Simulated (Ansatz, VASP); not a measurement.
# CdSe in VASP and in Ansatz

```
CELL_PARAMETERS angstrom
0.00000 3.09841 3.09841
3.09841 0.00000 3.09841
3.09841 3.09841 0.00000
ATOMIC_POSITIONS crystal
Cd 0.00000 0.00000 0.00000
Se 0.75000 0.75000 0.75000
```

Alike in both runs: functional PBE; k mesh 10 × 10 × 10; occupations gaussian, width 0.02 eV; no spin polarisation.

Ansatz relaxed the structure, and its values are those at the end. VASP's run is a single point on that final structure, the one shown.

|  | VASP | Ansatz |
| --- | --- | --- |
| version | VASP 6.6.1 | Ansatz 0.2.0 |
| potentials or method | VASP PAW PBE potentials, release 64 (Cd, Se) | scalar-relativistic, plane waves, PAW |
| plane-wave cutoff (eV) | 520 | 420 |
| valence electrons in the cell | 18 | 36 |

```tsv
	VASP	Ansatz	Ansatz less VASP
gap on the k mesh at the Fermi level (eV)	0.49	0.49	+0.001
least direct gap on the mesh (eV)	0.49	0.49	+0.001
pressure (GPa)	0.2	0.0	-0.25
```

The two sets of potentials don't hold the same shells in valence.
